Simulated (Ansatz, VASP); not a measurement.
**Two plane-wave programs on Zr3H**

File INCAR:

```
PREC = Accurate ; ENCUT = 600
EDIFF = 1E-7 ; ISMEAR = 0
SIGMA = 0.1 ; LREAL = F
LASPH = T ; NELM = 80
ALGO = Normal ; ISIF = 3
LWAVE = F ; LCHARG = F
GGA = PE ; IBRION = 2
NSW = 90 ; EDIFFG = -0.04
```

Contents of KPOINTS:

```
regular mesh
0
Gamma
  4 4 4
```

The input POSCAR:

```
Zr3H
1.0
    3.9434273900      0.0000000000      0.0000000000
    0.0000000000      3.9434273900      0.0000000000
    0.0000000000      0.0000000000      3.9434273900
Zr H
3 1
Direct
    0.5000000000      0.0000000000      0.0000000000
    0.0000000000      0.5000000000      0.0000000000
    0.0000000000      0.0000000000      0.5000000000
    0.5000000000      0.5000000000      0.5000000000
```

Input for Ansatz:

```yaml
crystal:
  lattice:
    - [3.94342739, 0.0, 0.0]
    - [0.0, 3.94342739, 0.0]
    - [0.0, 0.0, 3.94342739]
  atoms:
    - { symbol: Zr, position: [0.5, 0.0, 0.0] }
    - { symbol: Zr, position: [0.0, 0.5, 0.0] }
    - { symbol: Zr, position: [0.0, 0.0, 0.5] }
    - { symbol: H, position: [0.5, 0.5, 0.5] }
basis:
  ecutwfc: 420
kpoints:
  mp_grid: { grid: [4, 4, 4] }
hamiltonian:
  xc: pbe
scf:
  occupations: { method: gaussian, width: 0.1 }
  lower_state_search: "off"
output:
  forces: true
  stress: true
  eigenvalues: true
relax:
  adjacent_minimum: "off"
  f_tol: 0.04
  max_steps: 70
  cell: { stress_tol: 0.4 }
```

Change from the starting cell: species swapped into the CaBi3 type (Pm-3m, No. 221).

Alike in both runs: task relaxation of cell and atoms; functional PBE; k mesh 4 × 4 × 4; occupations gaussian, width 0.1 eV; no spin polarisation.

|  | VASP | Ansatz |
| --- | --- | --- |
| version | VASP 6.6.1 | Ansatz 0.2.0 |
| potentials or method | VASP PAW PBE potentials, release 64 (Zr_sv, H) | scalar-relativistic, plane waves, PAW |
| plane-wave cutoff (eV) | 600 | 420 |
| valence electrons in the cell | 37 | 37 |

```csv
,VASP,Ansatz,Ansatz less VASP
"gap on the k mesh at the Fermi level, each at its own relaxed structure (eV)",none,none,-
relaxed volume (Å³/atom),19.20,19.20,-0.002
relaxed cell length with the largest relative difference (Å),4.251,4.251,-0.0002
energy change over the relaxation (meV/atom),-252,-250,+1.5
```

A gap of «none» marks a metal or a gap that the smearing closes.

Caveats: the k mesh is coarse (spacing up to 0.40 Å⁻¹), so the values aren't converged; the volume moved by over 15 % at a fixed basis, so the end points are rough (VASP).
